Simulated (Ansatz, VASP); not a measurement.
# Pd in VASP and in Ansatz

INCAR

```
  ALGO = Normal
  EDIFF = 1E-7
  ENCUT = 520
  GGA = PE
  ISIF = 2
  ISMEAR = -1
  LASPH = T
  LCHARG = F
  LREAL = F
  LWAVE = F
  NBANDS = 11
  NELM = 80
  PREC = Accurate
  SIGMA = 0.1
```

Contents of KPOINTS:

```
k-points
0
Gamma
  5 5 5
```

POSCAR

```
Pd
1.0
    0.0000000000      1.9734737307      1.9734737307
    1.9734737307      0.0000000000      1.9734737307
    1.9734737307      1.9734737307      0.0000000000
Pd
1
Direct
    0.0000000000      0.0000000000      0.0000000000
```

Input for Ansatz:

```yaml
crystal:
  lattice:
    - [0.0, 1.9734737307, 1.9734737307]
    - [1.9734737307, 0.0, 1.9734737307]
    - [1.9734737307, 1.9734737307, 0.0]
  atoms:
    - { symbol: Pd, position: [0.0, 0.0, 0.0] }
hamiltonian:
  xc: pbe
  pseudopotentials:
    kind: paw
    azcp:
      Pd: "pseudopotentials/Pd.paw.azcp"
basis:
  ecutwfc: 420
  fft_grid_basis: typed
kpoints:
  mp_grid: { grid: [5, 5, 5], shift: [0, 0, 0] }
magnetization:
  spin_polarized: false
scf:
  occupations: { method: fermi_dirac, width: 0.1 }
  lower_state_search: "off"
output:
  stress: true
```

Alike in both runs: task single point; functional PBE; k mesh 5 × 5 × 5; occupations fermi-dirac, width 0.1 eV; no spin polarisation.

```csv
,VASP,Ansatz
version,VASP 6.6.1,Ansatz 0.2.0
potentials or method,"VASP PAW PBE potentials, release 64 (Pd)","plane waves (420 eV) with PAW, scalar-relativistic"
plane-wave cutoff (eV),520,420
valence electrons in the cell,10,18
```

VASP gave:

```
pressure (GPa) : 1.8
```

Problem. What did Ansatz give for the same quantities?

Solution. Pressure (GPa): 2.1.

The functional is the same, so the differences come from potentials, cutoffs and numerics. The two sets of potentials don't hold the same shells in valence.

Caveats: the k mesh is coarse (spacing up to 0.55 Å⁻¹), so the values aren't converged.
